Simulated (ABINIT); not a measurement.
# KBr (Fm-3m): G0W0 with and without spin-orbit coupling

Is the spin-orbit change of the gap of KBr (Fm-3m) the same in DFT and in GW?

Main program and level: ABINIT 10.8.3; PBE and many-body steps on it, plane waves.

This is a report of a sequence of runs, with most program output left out.

## Step 1: The structure

The structure is cubic, space group Fm-3m (No. 225). Conventional cell: a = 6.600 Å, b = 6.600 Å, c = 6.600 Å, α = 90.00°, β = 90.00°, γ = 90.00°. K has 6 Br at 3.30 Å nearest. Nearest to Br lie 6 K at 3.30 Å. Farther neighbours and most contacts between anions are not listed.

The cell and positions come from the Crystallography Open Database and are kept as given unless a step says otherwise.

## Step 2: Empty states on the mesh, 4×4×4 mesh, 155 bands

This step: ABINIT 10.8.3; DFT, PBE, plane waves, norm-conserving pseudopotentials.

The sums over transitions need many empty states on a uniform mesh; this step solves for them.

Contents of run.abi:

```
acell 3*1.0 Angstrom
rprim 
  0.000000000000 3.300000000000 3.300000000000
  3.300000000000 0.000000000000 3.300000000000
  3.300000000000 3.300000000000 0.000000000000
ntypat 2
znucl 19 35
natom 2
typat 1 2
xred 
  0.000000000000 0.000000000000 0.000000000000
  0.500000000000 0.500000000000 0.500000000000
pp_dirpath "pseudos"
pseudos "K.upf, Br.upf"
ecut 33
ngkpt 4 4 4
nshiftk 1
shiftk 0 0 0
kptopt 1
chksymbreak 0
irdden 1
istwfk *1
nband 155
prtvol 0
optdriver 6
gwr_task "HDIAGO"
paral_kgb 0
occopt 1
indata_prefix "in"
outdata_prefix "out"
tmpdata_prefix "tmp"
```

Run with:

```bash
OMP_NUM_THREADS=1 mpirun -n 4 abinit run.abi > log
```

Wall time 1.9 min (4 MPI ranks of Arm Neoverse V1, shared host); peak memory 4.4 GiB.

Numbers from this step:

| Property | Result |
| --- | --- |
| gap | 4.436 eV |
| k of the valence top | 0, 0, 0 |
| k of the conduction bottom | 0, 0, 0 |
| least direct gap | 4.436 eV |
| k points computed | 8 |
| lowest point of the top converged band, above the valence top | 85.4835 eV |

On this mesh the gap is 4.436 eV.

The density comes from a self-consistent run that is not shown.

## Step 3: Screening, 4×4×4 mesh, 147 bands, screening to 149.7 eV

The RPA dielectric matrix is built and inverted for each q.

This step: RPA screening on PBE, plane waves, norm-conserving pseudopotentials.

run.abi, as its differences from that of step 2:

```diff
@@ -20,10 +20,11 @@
 chksymbreak 0
-irdden 1
 istwfk *1
-nband 155
-prtvol 0
-optdriver 6
-gwr_task "HDIAGO"
-paral_kgb 0
 occopt 1
+irdwfk 1
+optdriver 3
+nband 147
+ecuteps 5.5
+inclvkb 0
+awtr 1
+symchi 1
 indata_prefix "in"
```

It took 48 s on 4 MPI ranks; peak memory 1.4 GiB; 3.2 min of CPU time.

This step gave:

```
ε∞ with local fields, on this mesh, along the program's q direction : 2.402
the same without local fields                                       : 2.913
plasma frequency                                                    : 17.52 eV
plane waves in the screening matrix                                 : 307
```

Local fields lower ε∞ by 18 %.

## Step 4: Scalar-relativistic

The self-energy is evaluated for the states that the input lists, and the levels follow from it, in one-shot runs by the linearised quasiparticle equation.

This step: G0W0 on PBE, plane waves, norm-conserving pseudopotentials.

run.abi, as its differences from that of step 3:

```diff
@@ -23,8 +23,15 @@
 irdwfk 1
-optdriver 3
+optdriver 4
 nband 147
+gwcalctyp 0
+ecutsigx 33
+symsigma 1
+nkptgw 1
+kptgw 
+  0.0000000000 0.0000000000 0.0000000000
+bdgw 
+  6 12
 ecuteps 5.5
-inclvkb 0
-awtr 1
-symchi 1
+irdscr 1
+ppmodel 1
 indata_prefix "in"
```

Elapsed: 13 s, on 4 MPI ranks; peak memory 1.5 GiB.

This step gave:

```
G0W0 gap on the points computed              : 6.873 eV
starting gap on the mesh                     : 4.436 eV
k of the valence top                         : 0, 0, 0
k of the conduction bottom                   : 0, 0, 0
Z at the valence top                         : 0.816
Z at the conduction bottom                   : 0.867
least direct G0W0 gap on the computed points : 6.873 eV
```

The gap on the mesh goes from 4.44 eV to 6.87 eV, a correction of +2.44 eV.

## Step 5: Empty states on the mesh, 4×4×4 mesh, 322 bands

This step: DFT, PBE with spin-orbit coupling, plane waves, norm-conserving pseudopotentials.

run.abi, as its differences from that of step 4:

```diff
@@ -15,2 +15,3 @@
 ecut 33
+nspinor 2
 ngkpt 4 4 4
@@ -20,18 +21,10 @@
 chksymbreak 0
+iscf -2
+irdden 1
 istwfk *1
-occopt 1
-irdwfk 1
-optdriver 4
-nband 147
-gwcalctyp 0
-ecutsigx 33
-symsigma 1
-nkptgw 1
-kptgw 
-  0.0000000000 0.0000000000 0.0000000000
-bdgw 
-  6 12
-ecuteps 5.5
-irdscr 1
-ppmodel 1
+nband 322
+nbdbuf 28
+tolwfr 1e-09
+nstep 60
+prtvol 0
 indata_prefix "in"
```

Elapsed: 6.9 min, on 4 MPI ranks; peak memory 0.71 GiB; 28 min of CPU time.

This step gave:

- gap: 4.274 eV
- k of the valence top: 0, 0, 0
- k of the conduction bottom: 0, 0, 0
- least direct gap: 4.274 eV
- k points computed: 8
- lowest point of the top converged band, above the valence top: 85.2974 eV

On this mesh the gap is 4.274 eV.

The density comes from a self-consistent run that is not shown, made with spin-orbit coupling and fully relativistic files.

## Step 6: Screening, 4×4×4 mesh, 294 bands, screening to 149.7 eV

This step: RPA screening on PBE with spin-orbit coupling, plane waves, norm-conserving pseudopotentials.

run.abi, as its differences from that of step 5:

```diff
@@ -21,10 +21,11 @@
 chksymbreak 0
-iscf -2
-irdden 1
 istwfk *1
-nband 322
-nbdbuf 28
-tolwfr 1e-09
-nstep 60
-prtvol 0
+occopt 1
+irdwfk 1
+optdriver 3
+nband 294
+ecuteps 5.5
+inclvkb 0
+awtr 1
+symchi 1
 indata_prefix "in"
```

Wall time 7.5 min (4 MPI ranks); peak memory 4.7 GiB; 30 min of CPU time.

This step gave:

| Quantity | Value |
| --- | --- |
| ε∞ with local fields, on this mesh, along the program's q direction | 2.406 |
| the same without local fields | 2.917 |
| plasma frequency | 17.52 eV |
| plane waves in the screening matrix | 307 |

## Step 7: With spin-orbit coupling

This step: G0W0 on PBE with spin-orbit coupling, plane waves, norm-conserving pseudopotentials.

run.abi, as its differences from that of step 6:

```diff
@@ -24,8 +24,15 @@
 irdwfk 1
-optdriver 3
+optdriver 4
 nband 294
+gwcalctyp 0
+ecutsigx 33
+symsigma 0
+nkptgw 1
+kptgw 
+  0.0000000000 0.0000000000 0.0000000000
+bdgw 
+  13 22
 ecuteps 5.5
-inclvkb 0
-awtr 1
-symchi 1
+irdscr 1
+ppmodel 1
 indata_prefix "in"
```

The job ended after 8.3 min (4 MPI ranks; peak memory 4.3 GiB; 33 min of CPU time).

Numbers from this step:

| Property | Result |
| --- | --- |
| G0W0 gap on the points computed | 6.713 eV |
| starting gap on the mesh | 4.274 eV |
| k of the valence top | 0, 0, 0 |
| k of the conduction bottom | 0, 0, 0 |
| Z at the valence top | 0.817 |
| Z at the conduction bottom | 0.866 |
| least direct G0W0 gap on the computed points | 6.713 eV |

Against G0W0 in ABINIT (4×4×4 mesh, 147 bands, screening to 149.7 eV, Godby-Needs plasmon pole), the gap moves by −0.160 eV.

## Step 8: The runs together

Times are wall times on 4 MPI ranks of Arm Neoverse V1, shared host, good to a factor of about two. A run's time includes the screening step that it read.

```
                     run   mesh  bands  screening cutoff (eV)  DFT gap (eV)  gap on the mesh (eV)  direct (eV)  ε∞ used    time
     scalar-relativistic  4×4×4    147                  149.7         4.436                 6.873        6.873     2.40    61 s
with spin-orbit coupling  4×4×4    294                  149.7         4.274                 6.713        6.713     2.41  16 min
```

## Step 9: What came out

```
scalar-relativistic      : 6.873 eV
with spin-orbit coupling : 6.713 eV
known limits             : not at the basis limit; screening head approximate; no spin-orbit coupling in some runs
```

**Reading.** With spin-orbit coupling: −0.160 eV against scalar-relativistic, −0.162 eV of it in the start. Bands and cutoff are finite, so the gap is not at the basis limit. The miss can reach some tenths of an eV and take either sign; the mesh is an error of its own. In the G0W0 runs levels were corrected at 1 k point alone, so a gap called «on the mesh» is the least over those, and an edge elsewhere would be missed. The long-wavelength limit of the screening leaves out the non-local commutator, which shifts ε∞.

[Paths, hosts, dates, memory and timing lines, banners, echoed tables and standing remarks are left out of the program output.]

[Logs are printed without paths, hosts, clocks, repeated set-up lines and the standing remarks that a program may print on its own settings, such as how far it seeks lower states.]

[Runs of the session that timed out or met a known fault of the program may be left out.]

[Hosts, paths, dates, database ids (printed as entryN), source tags and the programs' standing remarks are cut or masked in the printed files.]

[G0W0 gaps are taken among the corrected bands and points alone; a level outside them can change the order at an edge.]

[Where Ansatz stands beside ABINIT at settings called matched, ABINIT's density can come from a denser mesh and the files from another edition; pairs whose starting gaps differed by over 0.03 eV were left out, so agreement reads better than it is.]
